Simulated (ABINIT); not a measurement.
# InP (F-43m) in ABINIT: further runs, part 2 of 2

ABINIT 10.8.3 (patched build). The steps go on from the part before.

## (3) Equation of state, LDA-PZ

run.abi

```
ndtset 7
getwfk -1
scalecart1 3*0.9795861087
scalecart2 3*0.9864848297
scalecart3 3*0.9932883884
scalecart4 3*1.0000000000
scalecart5 3*1.0066227096
scalecart6 3*1.0131594038
scalecart7 3*1.0196128224

pp_dirpath "./"
pseudos "In.LDA_PW-JTH.xml, P.LDA_PW-JTH.xml"

acell 3*1.0
rprim
     0.0000000000     5.5378424082     5.5378424082
     5.5378424082     0.0000000000     5.5378424082
     5.5378424082     5.5378424082     0.0000000000
ntypat 2
znucl 49 15
natom 2
typat 1 2
xred
     0.0000000000     0.0000000000     0.0000000000
     0.7500000000     0.7500000000     0.7500000000

ecut 20.0
pawecutdg 40.0

kptopt 1
ngkpt 8 8 8
nshiftk 1
shiftk 0.0 0.0 0.0

ixc 2

nband 13
occopt 3
tsmear 0.00183747

nstep 100
tolvrs 1.0e-9

iomode 3
prtwf 1
prtden 0
prteig 0
prtebands 0
```

Potentials or basis: JTH PAW LDA v2.0.

The run is started by

```
$ abinit run.abi > log 2>&1
```

run.abo:

```text
.Version 10.8.3 of ABINIT
 DATASET    1 : space group F-4 3 m (#216); Bravais cF (face-center cubic)
================================================================================
 Values of the parameters that define the memory need for DATASET  1.
     intxc =       0    ionmov =       0      iscf =      17    lmnmax =      18
     lnmax =       6     mgfft =      32  mpssoang =       3    mqgrid =    3001
     natom =       2  nloc_mem =       2    nspden =       1   nspinor =       1
    nsppol =       1      nsym =      24    n1xccc =       1    ntypat =       2
    occopt =       3   xclevel =       1
       mpw =        1384          nfft =       32768          nkpt =          29
 PAW method is used; the additional fine FFT grid is defined by:
   mgfftf=        45    nfftf =     91125
================================================================================
================================================================================
[... 71 lines left out ...]
 DATASET    7 : space group F-4 3 m (#216); Bravais cF (face-center cubic)
================================================================================
 Values of the parameters that define the memory need for DATASET  7.
     intxc =       0    ionmov =       0      iscf =      17    lmnmax =      18
     lnmax =       6     mgfft =      36  mpssoang =       3    mqgrid =    3001
     natom =       2  nloc_mem =       2    nspden =       1   nspinor =       1
    nsppol =       1      nsym =      24    n1xccc =       1    ntypat =       2
    occopt =       3   xclevel =       1
       mpw =        1556          nfft =       46656          nkpt =          29
 PAW method is used; the additional fine FFT grid is defined by:
   mgfftf=        48    nfftf =    110592
================================================================================
================================================================================

--------------------------------------------------------------------------------
------------- Echo of variables that govern the present computation ------------
--------------------------------------------------------------------------------
 -outvars: echo values of preprocessed input variables --------
            acell      1.0000000000E+00  1.0000000000E+00  1.0000000000E+00 Bohr
              amu      1.14820000E+02  3.09737620E+01
             ecut      2.00000000E+01 Hartree
           getwfk          -1
              ixc           2
           jdtset        1    2    3    4    5    6    7
         kptrlatt        8    0    0      0    8    0      0    0    8
          kptrlen1     6.13745323E+01
          kptrlen2     6.18067615E+01
          kptrlen3     6.22330285E+01
          kptrlen4     6.26535347E+01
          kptrlen5     6.30684709E+01
          kptrlen6     6.34780179E+01
          kptrlen7     6.38823474E+01
            natom           2
            nband          13
           ndtset           7
            ngfft1         32      32      32
            ngfft2         32      32      32
            ngfft3         32      32      32
            ngfft4         32      32      32
            ngfft5         32      32      32
            ngfft6         32      32      32
            ngfft7         36      36      36
          ngfftdg1         45      45      45
          ngfftdg2         45      45      45
          ngfftdg3         48      48      48
[... 54 lines left out ...]
                       8.1371902429E+00  8.1371902429E+00  8.1371902429E+00
            xcart2     0.0000000000E+00  0.0000000000E+00  0.0000000000E+00
                       8.1944962874E+00  8.1944962874E+00  8.1944962874E+00
            xcart3     0.0000000000E+00  0.0000000000E+00  0.0000000000E+00
                       8.2510118413E+00  8.2510118413E+00  8.2510118413E+00
            xcart4     0.0000000000E+00  0.0000000000E+00  0.0000000000E+00
                       8.3067636123E+00  8.3067636123E+00  8.3067636123E+00
            xcart5     0.0000000000E+00  0.0000000000E+00  0.0000000000E+00
                       8.3617768954E+00  8.3617768954E+00  8.3617768954E+00
            xcart6     0.0000000000E+00  0.0000000000E+00  0.0000000000E+00
                       8.4160756689E+00  8.4160756689E+00  8.4160756689E+00
            xcart7     0.0000000000E+00  0.0000000000E+00  0.0000000000E+00
                       8.4696826917E+00  8.4696826917E+00  8.4696826917E+00
             xred      0.0000000000E+00  0.0000000000E+00  0.0000000000E+00
                       7.5000000000E-01  7.5000000000E-01  7.5000000000E-01
            znucl       49.00000   15.00000

================================================================================

 chkinp: Checking input parameters for consistency, jdtset=   1.

 chkinp: Checking input parameters for consistency, jdtset=   2.
[... 40 lines left out ...]
 getcut: wavevector=  0.0000  0.0000  0.0000  ngfft=  45  45  45
         ecut(hartree)=     40.000   => boxcut(ratio)=   2.01446

--- Pseudopotential description ------------------------------------------------
- pspini: atom type   1  psp file is ./In.LDA_PW-JTH.xml
 Pseudopotential format is: paw10
 basis_size (lnmax)=  6 (lmn_size= 18), orbitals=   0   0   1   1   2   2
 Spheres core radius: rc_sph= 2.50644782
 Shapefunction is BESSEL type: shapef(r,l)=aa(1,l)*jl(q(1,l)*r)+aa(2,l)*jl(q(2,l)*r)
 Radius for shape functions =  1.40569481
 Compensation charge density is not taken into account in XC energy/potential

- pspini: atom type   2  psp file is ./P.LDA_PW-JTH.xml
 Pseudopotential format is: paw10
 basis_size (lnmax)=  4 (lmn_size=  8), orbitals=   0   0   1   1
 Spheres core radius: rc_sph= 1.60765221
 Shapefunction is SIN type: shapef(r)=[sin(pi*r/rshp)/(pi*r/rshp)]**2
 Radius for shape functions =  1.60765221
 Compensation charge density is not taken into account in XC energy/potential

   4.46325274E+02                                ecore*ucvol(ha*bohr**3)
--------------------------------------------------------------------------------

[... 1087 lines left out ...]
 getcut: wavevector=  0.0000  0.0000  0.0000  ngfft=  36  36  36
         ecut(hartree)=     20.000   => boxcut(ratio)=   2.23940

 getcut : COMMENT -
  Note that boxcut > 2.2 ; recall that boxcut=Gcut(box)/Gcut(sphere) = 2
  is sufficient for exact treatment of convolution.
  Such a large boxcut is a waste : you could raise ecut
  e.g. ecut=   25.074542 Hartrees makes boxcut=2

 Fine grid specifications (used for densities):

 getcut: wavevector=  0.0000  0.0000  0.0000  ngfft=  48  48  48
         ecut(hartree)=     40.000   => boxcut(ratio)=   2.11133
--------------------------------------------------------------------------------
[... 144 lines left out ...]
-Cartesian components of stress tensor (GPa)         [Pressure= -4.9176E+00 GPa]
- sigma(1 1)=  4.91755716E+00  sigma(3 2)=  0.00000000E+00
- sigma(2 2)=  4.91755716E+00  sigma(3 1)=  0.00000000E+00
- sigma(3 3)=  4.91755716E+00  sigma(2 1)=  0.00000000E+00

== END DATASET(S) ==============================================================
================================================================================

 -outvars: echo values of variables after computation  --------
            acell      1.0000000000E+00  1.0000000000E+00  1.0000000000E+00 Bohr
           etotal1    -6.4898264430E+01
           etotal2    -6.4898886101E+01
           etotal3    -6.4899116200E+01
           etotal4    -6.4899007547E+01
           etotal5    -6.4898610066E+01
           etotal6    -6.4897928945E+01
           etotal7    -6.4897013356E+01
            fcart1     6.9800488228E-30  2.3266829409E-30 -8.5311707835E-30
                      -6.9800488228E-30 -2.3266829409E-30  8.5311707835E-30
            fcart2    -0.0000000000E+00 -0.0000000000E+00 -0.0000000000E+00
                      -0.0000000000E+00 -0.0000000000E+00 -0.0000000000E+00
            fcart3     3.8243111046E-31 -1.0614595604E-47 -3.8243111046E-31
                      -3.8243111046E-31  1.0614595604E-47  3.8243111046E-31
            fcart4    -1.8993219069E-31 -1.8993219069E-31  5.6979657208E-31
                       1.8993219069E-31  1.8993219069E-31 -5.6979657208E-31
            fcart5    -3.7736520124E-31  1.0473988378E-47  3.7736520124E-31
                       3.7736520124E-31 -1.0473988378E-47 -3.7736520124E-31
[... 38 lines left out ...]
                       0.0000000000E+00  0.0000000000E+00  0.0000000000E+00
           xangst1     0.0000000000E+00  0.0000000000E+00  0.0000000000E+00
                       4.3060156344E+00  4.3060156344E+00  4.3060156344E+00
           xangst2     0.0000000000E+00  0.0000000000E+00  0.0000000000E+00
                       4.3363406872E+00  4.3363406872E+00  4.3363406872E+00
           xangst3     0.0000000000E+00  0.0000000000E+00  0.0000000000E+00
                       4.3662474303E+00  4.3662474303E+00  4.3662474303E+00
           xangst4     0.0000000000E+00  0.0000000000E+00  0.0000000000E+00
                       4.3957499970E+00  4.3957499970E+00  4.3957499970E+00
           xangst5     0.0000000000E+00  0.0000000000E+00  0.0000000000E+00
                       4.4248617727E+00  4.4248617727E+00  4.4248617727E+00
           xangst6     0.0000000000E+00  0.0000000000E+00  0.0000000000E+00
                       4.4535954462E+00  4.4535954462E+00  4.4535954462E+00
           xangst7     0.0000000000E+00  0.0000000000E+00  0.0000000000E+00
                       4.4819630610E+00  4.4819630610E+00  4.4819630610E+00
             xred      0.0000000000E+00  0.0000000000E+00  0.0000000000E+00
                       7.5000000000E-01  7.5000000000E-01  7.5000000000E-01
 Calculation completed.
```

Run time: 77 s. Hardware: 1 thread of Arm Neoverse V2, shared host; peak memory 0.14 GiB.

Results:

| Item | Value |
| --- | --- |
| Equilibrium volume | 24.75 Å³/atom |
| Bulk modulus | 71 GPa |
| Pressure derivative of the bulk modulus | 4.7 (rough: it moves with the points fitted) |

Energy against volume, from the lowest point:
```
volume (Å³/atom)  energy (meV/atom)
          23.657              11.59
          24.160               3.13
          24.663               0.00
          25.167               1.48
          25.670               6.89
          26.173              16.15
          26.677              28.61
```

Caveat: the cutoff is too short for stress, so the log's stress isn't used; pressures at fixed basis lie under the slope of the energies.

## (4) Against experiment

Step 2. Against the measured gap of InP, 1.4236 eV (direct; 1.6 K; a printed reference work, data compilation), the calculated 0.89 eV is off by -0.53 eV. Spin-orbit coupling on In is left out. The value is that of revPBE, without temperature or zero-point motion. Semilocal functionals fall short of measured gaps as a rule.

Step 3. Against the measured bulk modulus of InP, 71 GPa (a printed reference work, data compilation), the calculated 71 GPa is off by -0.3 %. The fit is for a static lattice scaled at fixed shape and fixed fractional positions.
